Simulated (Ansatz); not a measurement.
ZnS:

```
Zn S
1.0
     0.00000    2.70200    2.70200
     2.70200    0.00000    2.70200
     2.70200    2.70200    0.00000
Zn S
1 1
Direct
  0.75000 0.75000 0.75000
  0.00000 0.00000 0.00000
```

| Quantity | Value |
| --- | --- |
| Program | Ansatz 0.2.0 |
| Task | relaxation of cell and atoms |
| Functional | revPBE |
| Potentials or basis | Ansatz PAW |
| Cutoff | 420 eV (not typed: the program's choice for these potentials) |
| k mesh | 9 × 9 × 9 |
| Occupations | fermi-dirac, width 0.05 eV |
| Spin | no spin polarisation |

At the start: volume 19.73 Å³/atom.

**Question.** How do energy, volume and symmetry change on relaxing?

**Answer.** It ends after 5 steps and the volume is 20.71 Å³/atom (+5.0 %); space group F-43m (No. 216, to 0.05 Å).

The path:
| step | energy change (eV) | largest force (eV/Å) | volume (Å³) |
| --- | --- | --- | --- |
| 1 | 0.0000 | 0.0000 | 39.45 |
| 2 | -0.0160 | 0.0000 | 40.53 |
| 3 | -0.0196 | 0.0000 | 41.36 |
| 4 | -0.0196 | 0.0000 | 41.43 |
| 5 | -0.0206 | 0.0000 | 41.43 |

Final structure:
```xyz
2
Lattice="0.0000 2.7464 2.7464 2.7464 0.0000 2.7464 2.7464 2.7464 0.0000" Properties=species:S:1:pos:R:3 pbc="T T T"
Zn    4.1196    4.1196    4.1196
S     0.0000    0.0000    0.0000
```

Caveat: the plane-wave basis is chosen anew once the cell has moved, so the energies of steps on either side of that aren't comparable; the PAW data sets come from PBE, with cores solved anew for the run's functional, which leaves a small shift of forces and pressure.
